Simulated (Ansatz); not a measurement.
# How well the gap of PbI2 (P-3m1) can be computed, part 3 of 3

The study climbs from cheap functionals to G0W0 on PbI2 (P-3m1) and then asks what each convergence step is worth.

Ansatz 0.2.0; density functionals, hybrids, G0W0, plane waves, PAW. Known limits of the many-body steps: not at the basis limit; no spin-orbit coupling; coarse k mesh.

So far. Step 11 (G0W0, 6×6×2 mesh, 805 empty bands, screening to 200 eV): Against the run with 6×6×2 mesh, 374 empty bands, screening to 120 eV, the gap moves by +0.08 eV. Step 12 (G0W0@HSE06, 6×6×2 mesh, 374 empty bands, screening to …): Against the run with 6×6×2 mesh, 374 empty bands, screening to 120 eV on PBE, the gap moves by +0.32 eV, while the start moved by +0.70 eV.

In doubt: masses and optical values from hybrid runs of this build are listed as unsure (step 12), which bears on the screening that GW takes from such a start.

## (13) G0W0@PBE, 6×6×2 mesh, 374 empty bands, screening to 120 eV, plasmon pole

A plasmon pole stands in for the full frequency dependence of the screening; this run shows what that costs in accuracy.

This step: G0W0 on PBE, plane waves, PAW.

Input file input.yaml:

```yaml
crystal:
  lattice:
    - [4.555, 0.0, 0.0]
    - [-2.2775, 3.9447457142, 0.0]
    - [0.0, 0.0, 6.977]
  atoms:
    - { symbol: Pb, position: [0.0, 0.0, 0.0] }
    - { symbol: I, position: [0.3333333333, 0.6666666667, 0.265] }
    - { symbol: I, position: [0.6666666667, 0.3333333333, 0.735] }
kpoints:
  mp_grid: { grid: [6, 6, 2] }
hamiltonian:
  xc: pbe
scf:
  occupations: { method: fixed }
gw:
  n_empty_bands: 374
  ecut_chi: 120
  qp_bands: [v2, c2]
  qp_kpoints: band_edges
  screening: { model: godby_needs }
```

Launch:

```bash
ansatz run input.yaml --threads 3 --pin off --max-ram 92160MiB --backend cuda --events-out ev --progress --plain --runs-dir out --devices 1 --max-vram 13GiB  # rebuilt from the run's record
```

Numbers of over 12 decimals in the logs are rounded to 6 here.

Log:

```text
GPUs: using 1 of 1 available (devices: 1).
[...]
GPU FFT provider: cuFFT
GPU libraries: cuBLAS 13.8.2, cuFFT 12.4.0, cuSOLVER 12.3.4
Crystal: 3 atoms, lattice volume = 125.365 Å³
Basis set: ecut = 420 eV, 2453 PW (Γ)
Bands: 29, of which v1, the nominal top of the filled ones, is band 24 counted from 1 (23 counted from 0)
Symmetry: 12 space group operations
[...]
k-points: 14 of 72
[...]
1    26      8.3310    -8.3270    -3.4594   -12.0476  0.8112     8.5926     8.5922  root
[...]
13    23      4.3867   -17.4043     1.9169   -14.6073  0.7844     3.4998     3.5066  root
    13    24      5.0779   -17.3909     1.3470   -15.2883  0.7935     4.3185     4.3223  root
    13    25      8.5345    -8.0406    -3.5048   -11.8026  0.8110     8.7921     8.7917  root
    13    26      8.5345    -8.0406    -3.5048   -11.8026  0.8110     8.7921     8.7917  root
[key lines of the parts left out:]
SCF converged after 6 iterations
Free energy (F): -26934.179902 eV
Fermi energy:    5.163079 eV
```

Run time: 38 s. Hardware: 1 × NVIDIA H100 80GB HBM3 (shared by 6 runs) with 3 threads of AMD EPYC 7R13 (Zen 3), shared host; peak memory 2.3 GiB; 79 s of CPU time.

Numbers from this step:

```
bands summed                                 : 398
plasmon-pole fit frequency                   : 22.98 eV
RPA ε∞ on this mesh (eigenvalues)            : 4.657, 6.265, 6.265
plane waves in the screening matrix          : 379
G0W0 gap on the mesh                         : 3.100 eV
k of the valence top                         : 0, 0, -0.5
k of the conduction bottom                   : 0, 0, -0.5
starting gap on the mesh                     : 2.215 eV
least direct G0W0 gap on the computed points : 3.100 eV
```

Against the run with 6×6×2 mesh, 374 empty bands, screening to 120 eV, the gap moves by −0.04 eV.

## (14) G0W0@PBE, 6×6×2 mesh, 374 empty bands, screening to 120 eV, hard PAW files

Other atomic data (hard PAW) test the pseudisation: the cutoff goes from 420 to 580 eV and the valence electrons from 48 to 56, which opens shells that were frozen.

input.yaml, as its differences from that of step 13:

```diff
@@ -13,2 +13,3 @@
   xc: pbe
+  pseudopotentials: { kind: paw, source: ansatz }
 scf:
@@ -20,2 +21,2 @@
   qp_kpoints: band_edges
-  screening: { model: godby_needs }
+  screening: { model: contour_deformation }
```

Log:

```text
GPUs: using 1 of 1 available (devices: 1).
[...]
GPU FFT provider: cuFFT
GPU libraries: cuBLAS 13.8.2, cuFFT 12.4.0, cuSOLVER 12.3.4
Crystal: 3 atoms, lattice volume = 125.365 Å³
Basis set: ecut = 580 eV, 4017 PW (Γ)
Bands: 34, of which v1, the nominal top of the filled ones, is band 28 counted from 1 (27 counted from 0)
Symmetry: 12 space group operations
[...]
k-points: 14 of 72
[...]
1    30      8.8857    -8.3201    -3.4827   -12.0389  0.7854     9.1226     9.1218  root
[...]
13    27      4.9387   -17.3989     1.9239   -14.6004  0.7482     4.0470     4.0641  root
    13    28      5.6285   -17.3635     1.3192   -15.2624  0.7637     4.8360     4.8467  root
    13    29      9.0882    -8.0341    -3.5394   -11.7943  0.7856     9.3097     9.3090  root
    13    30      9.0882    -8.0341    -3.5394   -11.7943  0.7856     9.3097     9.3090  root
[key lines of the parts left out:]
SCF converged after 8 iterations
Free energy (F): -30326.126500 eV
Fermi energy:    5.713684 eV
```

Run time: 61 s. Hardware: 1 × NVIDIA H100 80GB HBM3 (shared by 6 runs) with 3 threads; peak memory 1.8 GiB; 95 s of CPU time.

This step gave:

- bands summed: 402
- RPA ε∞ on this mesh (eigenvalues): 4.657, 6.261, 6.261
- plane waves in the screening matrix: 379
- G0W0 gap on the mesh: 3.122 eV
- k of the valence top: 0, 0, -0.5
- k of the conduction bottom: 0, 0, -0.5
- starting gap on the mesh: 2.218 eV
- least direct G0W0 gap on the computed points: 3.122 eV

Against the run with 6×6×2 mesh, 374 empty bands, screening to 120 eV, the gap moves by −0.015 eV.

## (15) The ladder

Times are wall times on 1 × NVIDIA H100 80GB HBM3 (shared by 6 runs) with 3 threads of AMD EPYC 7R13 (Zen 3), shared host, good to a factor of about two. G0W0 rows are gaps on the mesh, lowered by the amount that the mesh misses the start's edges, a rough step that assumes the same correction there.

```
                                   level  gap (eV)  least direct gap (eV)   time
                                     PBE      2.22                   2.22   11 s
                                     LDA      2.04                   2.04  4.9 s
                                 PBE+SOC      1.43                   1.43  6.4 s
                                   HSE06      2.92                   2.92   28 s
                                    PBE0      3.56                   3.56   25 s
                                DDH-PBE0      3.08                   3.08   47 s
              G0W0@PBE (132 empty bands)      2.99                      -   14 s
              G0W0@PBE (374 empty bands)      3.14                      -   35 s
              G0W0@PBE (805 empty bands)      3.22                      -   95 s
            G0W0@HSE06 (374 empty bands)      3.46                      -   60 s
G0W0@PBE (374 empty bands, plasmon pole)      3.10                      -   38 s
    G0W0@PBE (374 empty bands, hard PAW)      3.12                      -   61 s
```

## (16) Adding up the best estimate

```
                                                                   term      eV  running total (eV)
                                             G0W0 on the mesh, top rung   3.220               3.220
to the limit, by a line in one over the bands through the two top rungs  +0.076               3.296
                                            spin-orbit change, from PBE  −0.784               2.511
```

Changes that are not added in, each against a run with equal bands and cutoff:

```
                                 change     eV
                            start HSE06  +0.32
plasmon pole in place of full frequency  −0.04
                         hard PAW files  −0.01
```

## (17) Results

| Quantity | Value |
| --- | --- |
| PBE gap | 2.22 eV, direct |
| HSE06 | 2.92 eV |
| PBE0 | 3.56 eV |
| DDH-PBE0 | 3.08 eV |
| G0W0, top rung on the mesh | 3.22 eV |
| best estimate, G0W0@PBE with spin-orbit change | 2.51 eV |
| GW settings of the top rung | 6×6×2 mesh, 805 empty bands, screening to 200 eV |
| known limits | one-shot GW, static lattice; one k mesh, untested; coarse k mesh |

In words: The best estimate for G0W0@PBE is 2.51 eV, direct on the mesh, against 1.43 eV at the start (both with spin-orbit coupling). The pair of rungs below gives a limit −0.07 eV away. Of the changes left open the largest, +0.32 eV, comes from starting at HSE06. Among the functionals DDH-PBE0 comes nearest: −0.22 eV from the estimate without its spin-orbit term (3.30 eV). PBE0 is about as near. That ranking leans on the start chosen for G0W0. The RPA ε∞ on the GW mesh averages 5.7 against 6.1 from perturbation theory, which takes a denser mesh of its own and holds the xc response as well. A spin-orbit term this large, taken from DFT and added afterwards, is rough: it also changes the screening and the orbitals that GW builds on. All runs took 7.7 min, 65 % of it in G0W0. The 6×6×2 mesh is coarse for this cell (its supercell is 14 Å along the shortest edge). The RPA ε∞ on it, from the PBE start, is 4.66 and 6.26; such meshes misread the long-range screening, most where the gap is narrow.

[Paths, hosts, dates, memory and timing lines, banners, echoed tables and standing remarks are left out of the program output.]

[Logs are printed without paths, hosts, clocks, repeated set-up lines and the standing remarks that a program may print on its own settings, such as how far it seeks lower states.]

[Runs of the session that timed out or met a known fault of the program may be left out.]

[Cells called generated may have been cut or substituted from an entry of the Crystallography Open Database or the Materials Project.]

[Hosts, paths, dates, database ids (printed as entryN), source tags and the programs' standing remarks are cut or masked in the printed files.]
